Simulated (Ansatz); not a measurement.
Given:

Relaxed CaF2 (fluorite):

```yaml
crystal:
  lattice:
    - [0.00000, 2.72024, 2.72024]
    - [2.72024, 0.00000, 2.72024]
    - [2.72024, 2.72024, 0.00000]
  atoms:
    - { symbol: Ca, position: [0.00000, 0.00000, 0.00000] }
    - { symbol: F, position: [0.25000, 0.25000, 0.25000] }
    - { symbol: F, position: [0.75000, 0.75000, 0.75000] }
```

A phonon eigenvector at Γ is frozen into this cell: atom i moves by Q times the vector below, so Q is the largest atomic displacement, in Å. The cell is held. It is one choice among 3 degenerate patterns.

| atom | x | y | z |
|---|---|---|---|
| F2 | 0.000 | 0.000 | 1.000 |
| F3 | 0.000 | 0.000 | -1.000 |

Atoms not listed stay in place.

The numbers are results of r2SCAN (plane waves to 500 eV, PAW, scalar-relativistic; Ansatz, a quantum-chemistry and plane-wave program), not measurements. k mesh 11×11×11 (Γ-centred), Fermi-Dirac smearing 0.05 eV. E stands for the smeared free energy. CaF2 was relaxed with its symmetry unable to fall. The PAW data are Ansatz's earlier set. ΔE is measured from the undisplaced structure.

The scan covers Q from -0.180 to 0.180 Å in 13 points.

**Question.** Is the energy the same for equal positive and negative displacements?

**Answer.** Even: the same for both signs.

**Question.** Which space group does the distorted structure have?

**Answer.** Immm (No. 71), lowered from Fm-3m.

**Question.** What is the energy change at Q = 0.180 Å?

**Answer.** 262.7 meV/cell.

**Question.** What harmonic wavenumber does the curvature at Q = 0 give?

**Answer.** 328 cm⁻¹.

(A displaced cell: forces are minus the slopes of the energy, force constants its curvatures, and phonons follow from these.)
